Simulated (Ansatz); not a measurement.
# TiO2: the cost of one run

Computed with Ansatz 0.2.0 (DFT PBE, scalar-relativistic, plane waves, PAW, unless a step's input says otherwise).

### 1 The starting structure

The structure is monoclinic, space group C2/c (No. 15). The conventional cell has a = 5.412 Å, b = 5.413 Å, c = 5.472 Å, α = 90.00°, β = 118.77°, γ = 90.00°. Around Ti (site symmetry 2) lie 6 O at 1.93 to 2.00 Å. Around O (site symmetry 1) lie 3 Ti at 1.93 to 2.00 Å.

Cell or atoms stand a little off a more symmetric structure (I4_1/amd at a tolerance of 0.3 Å), so results at this geometry aren't those of that ideal crystal.

Structure file:

```
Ti O
1.0
     2.63353   -5.41331   -4.79664
     2.63353    5.41331   -4.79664
    10.82414    0.00000    0.00000
Ti O
16 32
Direct
  0.69205 0.05795 0.25000
  0.19206 0.55795 0.25000
  0.44205 0.30795 0.50000
  0.94205 0.80795 0.50000
  0.19206 0.55795 0.75000
  0.69205 0.05795 0.75000
  0.94205 0.80795 0.00000
  0.44205 0.30795 0.00000
  0.80795 0.44205 0.25000
  0.30795 0.94205 0.25000
  0.55795 0.69205 0.50000
  0.05795 0.19206 0.50000
  0.30795 0.94205 0.75000
  0.80795 0.44205 0.75000
  0.05795 0.19205 0.00000
  0.55795 0.69205 0.00000
  0.72704 0.60581 0.10499
  0.22704 0.10581 0.10499
  0.47704 0.85581 0.35499
  0.97704 0.35581 0.35499
  0.22704 0.10581 0.60499
  0.72704 0.60581 0.60499
  0.97704 0.35581 0.85499
  0.47704 0.85581 0.85499
  0.77296 0.89419 0.39501
  0.27296 0.39419 0.39501
  0.52296 0.14419 0.64501
  0.02296 0.64419 0.64501
  0.27296 0.39419 0.89501
  0.77296 0.89419 0.89501
  0.02296 0.64419 0.14501
  0.52296 0.14419 0.14501
  0.64419 0.52296 0.39501
  0.14419 0.02296 0.39501
  0.39419 0.77296 0.64501
  0.89419 0.27296 0.64501
  0.14419 0.02296 0.89501
  0.64419 0.52296 0.89501
  0.89419 0.27296 0.14501
  0.39419 0.77296 0.14501
  0.85581 0.97704 0.10499
  0.35581 0.47704 0.10499
  0.60581 0.22704 0.35499
  0.10581 0.72704 0.35499
  0.35581 0.47704 0.60499
  0.85581 0.97704 0.60499
  0.10581 0.72704 0.85499
  0.60581 0.22704 0.85499
```

The runs take a perfect supercell of 48 atoms; the defect goes to fractional position (0.625, 0.951, 0.065).

### 2 The perfect supercell

Contents of input.yaml:

```yaml
crystal:
  lattice:
    - [2.633531, -5.41331, -4.796637]
    - [2.633531, 5.41331, -4.796637]
    - [10.824136, 0.0, 0.0]
  atoms:
    - { symbol: Ti, position: [0.692055, 0.057945, 0.25] }
    - { symbol: Ti, position: [0.192055, 0.557945, 0.25] }
    - { symbol: Ti, position: [0.442055, 0.307945, 0.5] }
    - { symbol: Ti, position: [0.942055, 0.807945, 0.5] }
    - { symbol: Ti, position: [0.192055, 0.557945, 0.75] }
    - { symbol: Ti, position: [0.692055, 0.057945, 0.75] }
    - { symbol: Ti, position: [0.942055, 0.807945, 0.0] }
    - { symbol: Ti, position: [0.442055, 0.307945, 0.0] }
    - { symbol: Ti, position: [0.807945, 0.442055, 0.25] }
    - { symbol: Ti, position: [0.307945, 0.942055, 0.25] }
    - { symbol: Ti, position: [0.557945, 0.692055, 0.5] }
    - { symbol: Ti, position: [0.057945, 0.192055, 0.5] }
    - { symbol: Ti, position: [0.307945, 0.942055, 0.75] }
    - { symbol: Ti, position: [0.807945, 0.442055, 0.75] }
    - { symbol: Ti, position: [0.057945, 0.192055, 0.0] }
    - { symbol: Ti, position: [0.557945, 0.692055, 0.0] }
    - { symbol: O, position: [0.727042, 0.605809, 0.104994] }
    - { symbol: O, position: [0.227042, 0.105809, 0.104994] }
    - { symbol: O, position: [0.477042, 0.855809, 0.354994] }
    - { symbol: O, position: [0.977042, 0.355809, 0.354994] }
    - { symbol: O, position: [0.227042, 0.105809, 0.604994] }
    - { symbol: O, position: [0.727042, 0.605809, 0.604994] }
    - { symbol: O, position: [0.977042, 0.355809, 0.854994] }
    - { symbol: O, position: [0.477042, 0.855809, 0.854994] }
    - { symbol: O, position: [0.772958, 0.894191, 0.395006] }
    - { symbol: O, position: [0.272958, 0.394191, 0.395006] }
    - { symbol: O, position: [0.522958, 0.144191, 0.645006] }
    - { symbol: O, position: [0.022958, 0.644191, 0.645006] }
    - { symbol: O, position: [0.272958, 0.394191, 0.895006] }
    - { symbol: O, position: [0.772958, 0.894191, 0.895006] }
    - { symbol: O, position: [0.022958, 0.644191, 0.145006] }
    - { symbol: O, position: [0.522958, 0.144191, 0.145006] }
    - { symbol: O, position: [0.644191, 0.522958, 0.395006] }
    - { symbol: O, position: [0.144191, 0.022958, 0.395006] }
    - { symbol: O, position: [0.394191, 0.772958, 0.645006] }
    - { symbol: O, position: [0.894191, 0.272958, 0.645006] }
    - { symbol: O, position: [0.144191, 0.022958, 0.895006] }
    - { symbol: O, position: [0.644191, 0.522958, 0.895006] }
    - { symbol: O, position: [0.894191, 0.272958, 0.145006] }
    - { symbol: O, position: [0.394191, 0.772958, 0.145006] }
    - { symbol: O, position: [0.855809, 0.977042, 0.104994] }
    - { symbol: O, position: [0.355809, 0.477042, 0.104994] }
    - { symbol: O, position: [0.605809, 0.227042, 0.354994] }
    - { symbol: O, position: [0.105809, 0.727042, 0.354994] }
    - { symbol: O, position: [0.355809, 0.477042, 0.604994] }
    - { symbol: O, position: [0.855809, 0.977042, 0.604994] }
    - { symbol: O, position: [0.105809, 0.727042, 0.854994] }
    - { symbol: O, position: [0.605809, 0.227042, 0.854994] }
basis:
  ecutwfc: 420
  fft_grid_basis: typed
kpoints:
  mp_grid: { grid: [2, 2, 1] }
hamiltonian:
  xc: pbe
scf:
  occupations: { method: gaussian, width: 0.05 }
output:
  forces: true
  stress: false
  eigenvalues: true
  bader: false
  write_density: true
  volumetric_format: npy
```

Launch:

```
> ansatz run input.yaml --threads 4 --pin off --max-ram 10240MiB --backend cpu --events-out ev --progress --plain --runs-dir out
```

What time and memory should one allow on 4 threads of Arm Neoverse V1, shared host?

About 7.2 s, with a peak of 2 GiB.
